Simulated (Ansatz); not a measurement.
**Ni2Si: how the free axis answers a strain**

Ni2Si, P6_3/mmc, a = 3.868 Å, c = 4.917 Å. The structure is a COD entry; whether it is the stable form wasn't checked. Ansatz: PBEsol, PAW, 420 eV, Γ-centred 12×12×8 mesh on 6 atoms, Gaussian smearing 0.10 eV; no spin polarisation. Series: uniaxial strain along c, with a, b and atoms relaxed; x is the strain in per cent. y is the change of a in per cent of 3.868 Å.

```
x (%) y (%)
 -6.0   1.27
 -4.0   0.84
 -2.0      ?
  0.0   0.00
  2.0  -0.41
  4.0  -0.81
  6.0  -1.20
```

Question: Fit y = c1 x + c2 x² to the other rows, say what c1 measures, and predict the missing y.

Answer: Least squares on the rows shown. y = −0.2060 x + 0.0009641 x². So −c1 = 0.206 is Poisson's ratio for this pair of axes. At x = -2.0 the fit asked for gives 0.42 %. The run gave 0.41 %, so the fit is 0.01 % too high, a small miss on the scale of the series.